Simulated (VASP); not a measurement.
The system is HfO2.

```
Hf O
1.0
     5.26575    0.00000    0.00000
     0.00000    5.04684    0.00000
     0.00000    0.00000    5.07683
Hf O
4 8
Cartesian
  0.1739 1.3457 1.2191
  2.4590 1.3457 3.7575
  2.8068 3.7012 1.2191
  5.0918 3.7012 3.7575
  1.9252 0.3445 1.9422
  0.7077 0.3445 4.4807
  3.8466 2.3330 2.4891
  4.0521 2.3330 5.0276
  1.4192 2.7139 5.0276
  1.2137 2.7139 2.4891
  4.5580 4.7023 1.9422
  3.3406 4.7023 4.4807
```

Measurements of this composition are mostly on another form, of space group No. 14.

Base run:

| Item | Value |
| --- | --- |
| Program | VASP 6.6.1 |
| Functional | PBE |
| Potentials or basis | VASP PAW PBE potentials, release 64 (Hf_pv, O) |
| Cutoff | 450 eV |
| k mesh | 8 × 8 × 8 |
| Occupations | gaussian, width 0.02 eV |
| Spin | no spin polarisation |

Its results: band gap on the k mesh 4.36 eV, indirect (least direct gap 4.59 eV); largest force 0.004 eV/Å.

Problem. After a change of settings the same cell gave: band gap on the k mesh 4.87 eV, indirect (least direct gap 5.11 eV); largest force 0.074 eV/Å. Which change was it?
A. cutoff from 450 eV to 600 eV
B. functional from PBE to r2SCAN; further incar settings from ALGO = Fast; EDIFF = 1e-06 to ALGO = Normal; EDIFF = 1e-06
C. functional from PBE to LDA; potentials or basis from VASP PAW PBE potentials, release 64 (Hf_pv, O) to VASP PAW LDA potentials, release 64 (Hf_pv, O)

Solution. B.

Caveats: spin-orbit coupling is left out, which moves the levels of the heavy elements; the PAW data sets were made with another functional, which shifts forces and pressure a little (some runs).
